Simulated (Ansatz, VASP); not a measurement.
# MgI2: VASP beside Ansatz

```
CELL_PARAMETERS angstrom
4.13111 0.00000 0.00000
-2.06555 3.57764 0.00000
0.00000 0.00000 24.22651
ATOMIC_POSITIONS crystal
I 0.33333 0.66667 0.18575
I 0.66667 0.33333 0.32457
I 0.11111 0.44444 0.48266
I 0.44444 0.11111 0.62149
Mg 0.00000 0.00000 0.25516
Mg 0.77778 0.77778 0.55208
```

Alike in both runs: task single point; functional PBE; dispersion D3(BJ); k mesh 9 × 9 × 1; occupations gaussian, width 0.05 eV; no spin polarisation.

```csv
,VASP,Ansatz
version,VASP 6.6.1,Ansatz 0.2.0
potentials or method,"VASP PAW PBE potentials, release 64 (I, Mg)","scalar-relativistic, plane waves, PAW"
plane-wave cutoff (eV),520,420
valence electrons in the cell,32,88
```

```csv
,VASP,Ansatz,Ansatz less VASP
gap on the k mesh at the Fermi level (eV),3.56,3.58,+0.017
least direct gap on the mesh (eV),3.92,3.93,+0.014
rms of the force components (eV/Å),0.012,0.012,+0.0002
```

The two sets of potentials don't hold the same shells in valence.

Caveats: spin-orbit coupling is left out, which moves the levels of the heavy elements.
